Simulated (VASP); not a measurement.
Runs of VASP 6.6.1 on BP. It takes space group F-43m (No. 216, cubic). Conventional cell: a = 4.521 Å, b = 4.521 Å, c = 4.521 Å, α = 90.00°, β = 90.00°, γ = 90.00°. B (site symmetry -43m) is surrounded by 4 P at 1.96 Å. P (site symmetry -43m) has 4 B at 1.96 Å as nearest neighbours. The cell is a database's computed one.

```tsv
level	potentials or basis	k mesh	cutoff (eV)	smearing	gap on the mesh (eV)	pressure (GPa)
r2SCAN	VASP PAW PBE potentials, release 64 (B, P)	10 × 10 × 10	520	gaussian 0.02 eV	1.43	1.3
PBEsol	VASP PAW PBE potentials, release 64 (B, P)	10 × 10 × 10	520	gaussian 0.5 eV	1.12	0.0
PBEsol	VASP PAW PBE potentials, release 64 (B_h, P_h)	10 × 10 × 10	900	gaussian 0.02 eV	1.12	(a)
PBEsol	VASP PAW PBE potentials, release 64 (B, P)	16 × 16 × 16	520	gaussian 0.02 eV	1.12	0.0
PBEsol	VASP PAW PBE potentials, release 64 (B, P)	10 × 10 × 10	700	gaussian 0.02 eV	1.12	0.0
```

Alike in all rows: task single point; no spin polarisation; cell as given.

Problem. Fill in the values left out.

Solution. (a) -0.1.

Caveats: the PAW data sets were made with another functional, which shifts forces and pressure a little.

A k mesh can miss the band edges.
